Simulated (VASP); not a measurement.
# ZnO (zincite) (P6_3mc) in VASP: a series of runs

The runs below take ZnO (zincite) through relaxation of shape and atoms at fixed volume, relaxation of cell and atoms, with PBE, r2SCAN, PBEsol.

All numbers are computed with VASP 6.6.1; they aren't measurements. Logs are shortened: lines on timing, memory, paths and dates and some standing lists are left out, and cuts for length are marked.

## Step 1: The crystal as given

It takes space group P6_3mc (No. 186, hexagonal). Conventional cell: a = 3.249 Å, b = 3.249 Å, c = 5.206 Å, α = 90.00°, β = 90.00°, γ = 120.00°. Zn (site symmetry 3m) has 4 O at 1.97 to 1.98 Å as nearest neighbours. O (site symmetry 3m) is surrounded by 4 Zn at 1.97 to 1.98 Å.

## Step 2: Relaxation of shape and atoms at fixed volume, PBE (a relaxed cell with its volume scaled by 1.06)

The input, INCAR:

```
SYSTEM = ZnO
PREC = Accurate ; ENCUT = 600
EDIFF = 1E-7 ; ISMEAR = 0
SIGMA = 0.03 ; LREAL = .FALSE.
LASPH = .TRUE. ; NELM = 80
ALGO = Fast ; ISIF = 4
LWAVE = .FALSE. ; LCHARG = .FALSE.
GGA = PE ; IBRION = 2
NSW = 40 ; EDIFFG = -0.01
```

The input, KPOINTS:

```
regular mesh
0
G
  9 9 5
  0 0 0
```

The input, POSCAR:

```
ZnO                                     
1.0
    3.3509582613     -0.0000000000      0.0000000000
   -1.6754791307      2.9020149813      0.0000000000
    0.0000000000     -0.0000000000      5.4043454605
  Zn              O             
     2     2
Direct
     0.3333333332999970    0.6666666667000030    0.4998270072482157
     0.6666666667000030    0.3333333332999970    0.9998270072482157
     0.6666666667000030    0.3333333332999970    0.3791829927517852
     0.3333333332999970    0.6666666667000030    0.8791829927517852
```

Potentials or basis: VASP PAW PBE potentials, release 64 (Zn, O).

The run is started by

```
cat potpaw_PBE.64/Zn/POTCAR potpaw_PBE.64/O/POTCAR > POTCAR
mpirun -np 1 vasp_std > vasp.out
```

OUTCAR:

```text
SYSTEM = ZnO
   PREC = Accurate
   ENCUT = 600
   EDIFF = 1E-7
   ISMEAR = 0
   LREAL = .FALSE.
   LASPH = .TRUE.
   NELM = 80
   ISIF = 4
   GGA = PE
   IBRION = 2
   NSW = 40
   EDIFFG = -0.01

 ion  position               nearest neighbor table
   1  0.333  0.667  0.500-   3 2.04   3 2.04   3 2.04   4 2.05
   2  0.667  0.333  1.000-   4 2.04   4 2.04   4 2.04   3 2.05
   3  0.667  0.333  0.379-   1 2.04   1 2.04   1 2.04   2 2.05
   4  0.333  0.667  0.879-   2 2.04   2 2.04   2 2.04   1 2.05

  LATTYP: Found a hexagonal cell.
 ALAT       =     3.3509582613
 C/A-ratio  =     1.6127761193

  Lattice vectors:

 A1 = (   3.3509582613,   0.0000000000,   0.0000000000)
 A2 = (  -1.6754791307,   2.9020149813,   0.0000000000)
 A3 = (   0.0000000000,   0.0000000000,   5.4043454605)

Analysis of symmetry for initial positions (statically):
=====================================================================
 Subroutine PRICEL returns:
 Original cell was already a primitive cell.

 Routine SETGRP: Setting up the symmetry group for a
 hexagonal supercell.

 Subroutine GETGRP returns: Found 12 space group operations
 (whereof  6 operations were pure point group operations)
 out of a pool of 24 trial point group operations.

The static configuration has the point symmetry C_3v.
 The point group associated with its full space group is C_6v.

Analysis of symmetry for dynamics (positions and initial velocities):
=====================================================================
 Subroutine PRICEL returns:
 Original cell was already a primitive cell.

 Routine SETGRP: Setting up the symmetry group for a
 hexagonal supercell.

 Subroutine GETGRP returns: Found 12 space group operations
 (whereof  6 operations were pure point group operations)
 out of a pool of 24 trial point group operations.

The dynamic configuration has the point symmetry C_3v.
 The point group associated with its full space group is C_6v.

 Subroutine INISYM returns: Found 12 space group operations
 (whereof  6 operations are pure point group operations),
 and found     1 'primitive' translations

----------------------------------------------------------------------------------------

                                     Primitive cell

  volume of cell :      52.5547

[... 93 lines left out ...]
   LREAL  =      F    real-space projection
   EDIFFG = -.1E-01   stopping-criterion for IOM
   NSW    =     40    number of steps for IOM
   IBRION =      2    ionic relax: 0-MD 1-quasi-New 2-CG
   NFREE  =      1    steps in history (QN), initial steepest desc. (CG)
   ISIF   =      4    stress and relaxation
   ISYM   =      2    0-nonsym 1-usesym 2-fastsym
   POTIM  = 0.5000    time-step for ionic-motion
   TEBEG  =    0.0;   TEEND  =   0.0 temperature during run
   PSTRESS=    0.0 pullay stress
   NELECT =      36.0000    total number of electrons
   NUPDOWN=      -1.0000    fix difference up-down
   EMIN   =  10.00;   EMAX   =-10.00  energy-range for DOS
   EFERMI =   0.00;   METHOD = LEGACY
   ISMEAR =     0;   SIGMA  =   0.03  broadening in eV -4-tet -1-fermi 0-gaus
   EFERMI_NEDOS =   21; number of points for ismear=-14 and -15
   IALGO  =     68    algorithm
   IMIX   =      4    mixing-type and parameters
     AMIX     =   0.40;   BMIX     =  1.00
     AMIX_MAG =   1.60;   BMIX_MAG =  1.00
  volume/ion in A,a.u.               =      13.14        88.66
  Fermi-wavevector in a.u.,A,eV,Ry     =   1.443129  2.727118 28.335773  2.082621
  Thomas-Fermi vector in A             =   2.561571
   LORBIT       =      0    0 simple, 1 ext, 2 COOP (PROOUT), +10 PAW based schemes
   GGA     = PE    functional components
   LHFCALC =     F    Hartree Fock is set to
   AEXX    =    0.0000 exact exchange contribution
   IVDW    =     0    specifies the selected vdW correction
   LEPSILON=     F    determine dielectric tensor
   LRPA    =     F    only Hartree local field effects (RPA)
 conjugate gradient relaxation of ions
 non-spin polarized calculation
 RMM-DIIS sequential band-by-band and
 Gauss-broadening in eV      SIGMA  =   0.03
  energy-cutoff  :      600.00
  volume of cell :       52.55
 maximum number of plane-waves:      1792
 NGX is ok and might be reduce to    28
   NGX = 13   NGY = 13   NGZ = 21

 number of electron      35.9999992 magnetization

 Free energy of the ion-electron system (eV)
  ---------------------------------------------------
  ext. energy  EPLUGINS =         0.00000000
  ---------------------------------------------------
  free energy    TOTEN  =       -17.80593910 eV

  energy without entropy =      -17.80593910  energy(sigma->0) =      -17.80593910

 E-fermi :   0.5122     XC(G=0): -10.3933

 val. band max:        0.3622338066   @ k =   0.0000   0.0000   0.0000
 cond. band min:       0.9950948447   @ k =   0.0000   0.0000   0.0000
 fundamental gap:      0.6328610381
 Fermi energy:         0.5121604042

 k-point     1 :       0.0000    0.0000    0.0000
  band No.  band energies     occupation
      1     -16.9896      2.00000
      2     -16.4095      2.00000
      3      -4.9215      2.00000
      4      -4.9215      2.00000
      5      -4.8865      2.00000
      6      -4.7600      2.00000
[... 589 lines left out ...]
     21       8.0667      0.00000
     22       8.2735      0.00000

 [... further k-points ...]

------------------------ aborting loop because EDIFF is reached ----------------------------------------

  FORCE on cell =-STRESS in cart. coord.  units (eV):
  Direction    XX          YY          ZZ          XY          YZ          ZX
  --------------------------------------------------------------------------------------
  -------------------------------------------------------------------------------------
  Total       -2.1938269     -2.1938269     -2.1512800      0.0000000      0.0000000      0.0000000
  in kB      -66.8807540    -66.8807540    -65.5836757      0.0000000      0.0000000      0.0000000
  external PRESSURE =     -66.4483945 kB  Pullay stress =       0.0000000 kB

 VOLUME and BASIS-vectors are now :
 -----------------------------------------------------------------------------
  energy-cutoff  :      600.00
  volume of cell :       52.55
      direct lattice vectors                 reciprocal lattice vectors
     3.350958261  0.000000000  0.000000000     0.298422100  0.172294080  0.000000000
    -1.675479131  2.902014981  0.000000000     0.000000000  0.344588159  0.000000000
     0.000000000  0.000000000  5.404345461     0.000000000  0.000000000  0.185036284

 POSITION                                       TOTAL-FORCE (eV/Angst)
 -----------------------------------------------------------------------------------
     -0.00000      1.93468      2.70124        -0.000000     -0.000000      0.001351
      1.67548      0.96734      5.40341         0.000000      0.000000      0.001351
      1.67548      0.96734      2.04924        -0.000000     -0.000000     -0.001351
     -0.00000      1.93468      4.75141         0.000000      0.000000     -0.001351
 -----------------------------------------------------------------------------------
    total drift:                                0.000000      0.000000      0.000298

  FREE ENERGIE OF THE ION-ELECTRON SYSTEM (eV)
  ---------------------------------------------------
  free  energy   TOTEN  =       -17.8059390988 eV

  energy  without entropy=      -17.8059390988  energy(sigma->0) =      -17.80593910

 reached required accuracy - stopping structural energy minimisation
```

Run time: 49 s. Hardware: 1 thread of Intel Xeon Platinum 8375C at 2.90GHz (Ice Lake), shared host; peak memory 0.21 GiB.

Results:

- Free energy: -17.8059 eV
- Pressure after relaxing: -6.6 GPa
- Band gap on the k mesh: 0.63 eV, direct

Final structure:
```cif
data_structure
_symmetry_space_group_name_H-M 'P 1'
_symmetry_Int_Tables_number 1
_cell_length_a 3.3510
_cell_length_b 3.3510
_cell_length_c 5.4043
_cell_angle_alpha 90.000
_cell_angle_beta 90.000
_cell_angle_gamma 120.000
_cell_volume 52.55
loop_
_atom_site_label
_atom_site_type_symbol
_atom_site_fract_x
_atom_site_fract_y
_atom_site_fract_z
_atom_site_occupancy
Zn1 Zn 0.33333 0.66667 0.49983 1
Zn2 Zn 0.66667 0.33333 0.99983 1
O1 O 0.66667 0.33333 0.37918 1
O2 O 0.33333 0.66667 0.87918 1
```

Levels at points of the mesh, in eV from the valence-band top:
| k point | band 16 | band 17 | band 18 | band 19 | band 20 | band 21 |
| --- | --- | --- | --- | --- | --- | --- |
| (0.00, 0.00, 0.00) | -0.06 | 0.00 | 0.00 | 0.63 | 4.85 | 7.86 |

Caveat: the relaxation stopped at its first step, so nothing moved.

## Step 3: Relaxation of cell and atoms, r2SCAN

The input, INCAR:

```
ALGO = Normal ; EDIFF = 1E-6
EDIFFG = -0.01 ; ENCUT = 600
IBRION = 2 ; ISIF = 3
ISMEAR = 0 ; KPAR = 2
LASPH = True ; LCHARG = False
LMIXTAU = True ; LREAL = False
LWAVE = False ; METAGGA = R2SCAN
NELM = 80 ; NSW = 90
PREC = Accurate ; SIGMA = 0.03
```

The input, KPOINTS:

```
k-points
0
Gamma
  9 9 5
```

The input, POSCAR:

```
ZnO
1.0
    3.2493080000      0.0000000000      0.0000000000
   -1.6246540000      2.8139832727      0.0000000000
    0.0000000000      0.0000000000      5.2057090000
Zn O
2 2
Direct
    0.3333333333      0.6666666667      0.5000000000
    0.6666666667      0.3333333333      0.0000000000
    0.6666666667      0.3333333333      0.3790100000
    0.3333333333      0.6666666667      0.8790100000
```

Potentials or basis: VASP PAW PBE potentials, release 64 (Zn, O).

The run is started by

```
cat potpaw_PBE.64/Zn/POTCAR potpaw_PBE.64/O/POTCAR > POTCAR
mpirun -np 2 vasp_std > vasp.out
```

Run time: 11 min. Hardware: 2 MPI ranks of Intel Xeon Platinum 8375C at 2.90GHz (Ice Lake), shared host; peak memory 0.21 GiB.

It converged, with:

```
Free energy                            : -36.3242 eV
Relaxed volume                         : 11.87 Å³/atom
Relaxed cell                           : a = 3.241 Å, b = 3.241 Å, c = 5.217 Å, α = 90.00°, β = 90.00°, γ = 120.00°
Space group after relaxing (to 0.05 Å) : P6_3mc (No. 186)
Energy gained by relaxing              : 0.3 meV/atom
Ionic steps                            : 7
Pressure after relaxing                : 0.0 GPa
Largest force after relaxing           : 0.009 eV/Å
Band gap on the k mesh                 : 1.23 eV, direct
```

Forces in eV/Å, atoms in the order of the input:
```
Zn   0.000  0.000  0.009
Zn   0.000  0.000  0.009
O    0.000  0.000 -0.009
O    0.000  0.000 -0.009
```

The path:
```tsv
step	energy change (eV)	largest force (eV/Å)	pressure (GPa)	volume (Å³)
1	0.0000	0.0657	-0.44	47.60
2	-0.0012	0.0287	0.27	47.37
3	-0.0013	0.0078	0.12	47.42
4	-0.0013	0.0029	0.07	47.44
5	-0.0013	0.0046	0.11	47.43
6	-0.0012	0.0103	-0.06	47.48
7	-0.0012	0.0092	-0.03	47.47
```

Final structure:
```xyz
4
Lattice="3.2414 0.0000 0.0000 -1.6207 2.8071 0.0000 0.0000 0.0000 5.2168" Properties=species:S:1:pos:R:3 pbc="T T T"
Zn    0.0000    1.8714    2.6061
Zn    1.6207    0.9357    5.2145
O     1.6207    0.9357    1.9795
O     0.0000    1.8714    4.5879
```

Levels at points of the mesh, in eV from the valence-band top:
| k point | band 15 | band 16 | band 17 | band 18 | band 19 | band 20 | band 21 | band 22 |
| --- | --- | --- | --- | --- | --- | --- | --- | --- |
| (0.00, 0.00, 0.00) | -0.81 | -0.09 | 0.00 | 0.00 | 1.23 | 5.85 | 8.82 | 13.70 |

Caveat: the PAW data sets were made with another functional, which shifts forces and pressure a little.

## Step 4: Relaxation of cell and atoms, r2SCAN

This run uses another cell than the first one, of 11.87 Å³/atom, 0.997 times its volume.

Changes to INCAR since step 3:

```diff
@@ -1,3 +1,3 @@
-ALGO = Normal ; EDIFF = 1E-6
-EDIFFG = -0.01 ; ENCUT = 600
+ALGO = Normal ; EDIFF = 1E-7
+EDIFFG = -0.005 ; ENCUT = 600
 IBRION = 2 ; ISIF = 3
```

KPOINTS is that of step 3.

The input, POSCAR:

```
ZnO                                     
1.0
    3.2414029735      0.0000000000     -0.0000000000
   -1.6207014867      2.8071373189      0.0000000000
    0.0000000000     -0.0000000000      5.2167996734
  Zn              O             
     2     2
Direct
     0.3333333332999970    0.6666666667000030    0.4995662650841902
     0.6666666667000030    0.3333333332999970    0.9995662650841901
     0.6666666667000030    0.3333333332999970    0.3794437349158108
     0.3333333332999970    0.6666666667000030    0.8794437349158108
```

The run is started by

```
cat potpaw_PBE.64/Zn/POTCAR potpaw_PBE.64/O/POTCAR > POTCAR
mpirun -np 2 vasp_std > vasp.out
```

It took 8.9 min on 2 MPI ranks of Intel Xeon Platinum 8375C at 2.90GHz (Ice Lake), shared host; peak memory 0.21 GiB.

Results (log left out):

* Free energy: -36.3239 eV
* Relaxed volume: 11.86 Å³/atom
* Relaxed cell: a = 3.241 Å, b = 3.241 Å, c = 5.217 Å, α = 90.00°, β = 90.00°, γ = 120.00°
* Space group after relaxing (to 0.05 Å): P6_3mc (No. 186)
* Energy gained by relaxing: 0.0 meV/atom
* Ionic steps: 4
* Pressure after relaxing: 0.0 GPa
* Band gap on the k mesh: 1.23 eV, direct

Forces on the atoms (eV/Å):
```
Zn   0.000  0.000  0.003
Zn   0.000  0.000  0.003
O    0.000  0.000 -0.003
O    0.000  0.000 -0.003
```

Final structure:
```
Zn O
1.0
     3.24084    0.00000    0.00000
    -1.62042    2.80665    0.00000
     0.00000    0.00000    5.21749
Zn O
2 2
Direct
  0.33333 0.66667 0.49970
  0.66667 0.33333 0.99970
  0.66667 0.33333 0.37931
  0.33333 0.66667 0.87931
```

Levels at points of the mesh, in eV from the valence-band top:
```
           k point  band 16  band 17  band 18  band 19  band 20  band 21
(0.00, 0.00, 0.00)    -0.09     0.00     0.00     1.23     5.86     8.82
```

Caveat: the PAW data sets were made with another functional, which shifts forces and pressure a little. r2SCAN opens gaps a little over a GGA but as a rule still falls short of measured ones.

## Step 5: Relaxation of cell and atoms, PBEsol

The input, INCAR:

```
PREC = Accurate
ENCUT = 600
EDIFF = 1E-6
ISMEAR = 0
SIGMA = 0.03
LREAL = False
LASPH = True
NELM = 80
ALGO = Normal
ISIF = 3
LWAVE = False
LCHARG = False
GGA = PS
IBRION = 2
NSW = 90
EDIFFG = -0.01
KPAR = 4
```

The input, KPOINTS:

```
regular mesh
0
Gamma
  9 9 5
```

The input, POSCAR:

```
ZnO
1.0
    3.2493080000      0.0000000000      0.0000000000
   -1.6246540000      2.8139832727      0.0000000000
    0.0000000000      0.0000000000      5.2057090000
Zn O
2 2
Direct
    0.3333333333      0.6666666667      0.5000000000
    0.6666666667      0.3333333333      0.0000000000
    0.6666666667      0.3333333333      0.3790100000
    0.3333333333      0.6666666667      0.8790100000
```

Potentials or basis: VASP PAW PBE potentials, release 64 (Zn, O).

The run is started by

```
cat potpaw_PBE.64/Zn/POTCAR potpaw_PBE.64/O/POTCAR > POTCAR
mpirun -np 4 vasp_std > vasp.out
```

OUTCAR:

```text
PREC = Accurate
   ENCUT = 600
   EDIFF = 1E-6
   ISMEAR = 0
   LREAL = False
   LASPH = True
   NELM = 80
   ISIF = 3
   GGA = PS
   IBRION = 2
   NSW = 90
   EDIFFG = -0.01

 ion  position               nearest neighbor table
   1  0.333  0.667  0.500-   4 1.97   3 1.98   3 1.98   3 1.98
   2  0.667  0.333  0.000-   3 1.97   4 1.98   4 1.98   4 1.98
   3  0.667  0.333  0.379-   2 1.97   1 1.98   1 1.98   1 1.98
   4  0.333  0.667  0.879-   1 1.97   2 1.98   2 1.98   2 1.98

  LATTYP: Found a hexagonal cell.
 ALAT       =     3.2493080000
 C/A-ratio  =     1.6020977390

  Lattice vectors:

 A1 = (   3.2493080000,   0.0000000000,   0.0000000000)
 A2 = (  -1.6246540000,   2.8139832727,   0.0000000000)
 A3 = (   0.0000000000,   0.0000000000,   5.2057090000)

[... 454 lines left out ...]
  ext. energy  EPLUGINS =         0.00000000
  ---------------------------------------------------
  free energy    TOTEN  =       -19.41561871 eV

  energy without entropy =      -19.41561871  energy(sigma->0) =      -19.41561871

 E-fermi :   1.3023     XC(G=0): -11.2129

 val. band max:        1.0976256246   @ k =   0.0000   0.0000   0.0000
 cond. band min:       1.7816062735   @ k =   0.0000   0.0000   0.0000
 fundamental gap:      0.6839806489
 Fermi energy:         1.3023089453

 k-point     1 :       0.0000    0.0000    0.0000
  band No.  band energies     occupation
      1     -16.9893      2.00000
      2     -16.2414      2.00000
      3      -4.6687      2.00000
      4      -4.6444      2.00000
      5      -4.6444      2.00000
      6      -4.6002      2.00000
[... 589 lines left out ...]
     21       8.7970      0.00000
     22       9.0948      0.00000

 [... further k-points ...]

------------------------ aborting loop because EDIFF is reached ----------------------------------------

  FORCE on cell =-STRESS in cart. coord.  units (eV):
  Direction    XX          YY          ZZ          XY          YZ          ZX
  --------------------------------------------------------------------------------------
  -------------------------------------------------------------------------------------
  Total        0.0071272      0.0071272      0.0225791      0.0000000      0.0000000      0.0000000
  in kB        0.2411195      0.2411195      0.7638705      0.0000000      0.0000000      0.0000000
  external PRESSURE =       0.4153698 kB  Pullay stress =       0.0000000 kB
[... 19 lines left out ...]
  FREE ENERGIE OF THE ION-ELECTRON SYSTEM (eV)
  ---------------------------------------------------
  free  energy   TOTEN  =       -19.4156187128 eV

  energy  without entropy=      -19.4156187128  energy(sigma->0) =      -19.41561871

 reached required accuracy - stopping structural energy minimisation
```

OSZICAR:

```text
N       E                     dE             d eps       ncg     rms          rms(c)
DAV:   1     0.310680398751E+03    0.31068E+03   -0.20650E+04  1592   0.264E+03
DAV:   2     0.110255327831E+02   -0.29965E+03   -0.28915E+03  1692   0.475E+02
[... 56 lines left out ...]
   7 F= -.19415575E+02 E0= -.19415575E+02  d E =-.366472E-04
       N       E                     dE             d eps       ncg     rms          rms(c)
DAV:   1    -0.194158079529E+02   -0.23257E-03   -0.54414E-02  1584   0.194E+00    0.116E-01
DAV:   2    -0.194157015015E+02    0.10645E-03   -0.11334E-03  1844   0.470E-01    0.655E-02
DAV:   3    -0.194156295287E+02    0.71973E-04   -0.58055E-05  2340   0.118E-01    0.263E-02
DAV:   4    -0.194156184049E+02    0.11124E-04   -0.23937E-05  1940   0.651E-02    0.429E-03
DAV:   5    -0.194156187128E+02   -0.30796E-06   -0.38574E-06  1576   0.211E-02
   8 F= -.19415619E+02 E0= -.19415619E+02  d E =-.799141E-04
```

Run time: 84 s. Hardware: 4 MPI ranks of Intel Xeon Platinum 8488C (Sapphire Rapids), shared host; peak memory 0.21 GiB.

What came out:

- Free energy: -19.4156 eV
- Relaxed volume: 11.84 Å³/atom
- Relaxed cell: a = 3.236 Å, b = 3.236 Å, c = 5.222 Å, α = 90.00°, β = 90.00°, γ = 120.00°
- Space group after relaxing (to 0.05 Å): P6_3mc (No. 186)
- Energy gained by relaxing: 0.4 meV/atom
- Ionic steps: 8
- Pressure after relaxing: 0.0 GPa
- Band gap on the k mesh: 0.68 eV, direct

The path:
```csv
step,energy change (eV),largest force (eV/Å),pressure (GPa),volume (Å³)
1,0.0000,0.0651,-0.66,47.60
2,-0.0014,0.0326,0.43,47.26
3,-0.0016,0.0060,0.06,47.35
4,-0.0016,0.0081,0.18,47.34
5,-0.0017,0.0182,-0.09,47.40
6,-0.0017,0.0143,-0.05,47.38
7,-0.0017,0.0104,0.00,47.37
8,-0.0017,0.0004,0.04,47.36
```

Final structure:
```
CELL_PARAMETERS angstrom
3.23614 0.00000 0.00000
-1.61807 2.80258 0.00000
0.00000 0.00000 5.22172
ATOMIC_POSITIONS crystal
Zn 0.33333 0.66667 0.49998
Zn 0.66667 0.33333 0.99998
O 0.66667 0.33333 0.37903
O 0.33333 0.66667 0.87903
```

Levels at points of the mesh, in eV from the valence-band top:
| k point | band 16 | band 17 | band 18 | band 19 | band 20 | band 21 |
| --- | --- | --- | --- | --- | --- | --- |
| (0.00, 0.00, 0.00) | -0.09 | 0.00 | 0.00 | 0.68 | 5.14 | 8.09 |

Caveat: the PAW data sets were made with another functional, which shifts forces and pressure a little. Expect the measured gap to be larger: semilocal functionals such as PBEsol lack the derivative discontinuity.

(Continued in part 2 of 2.)
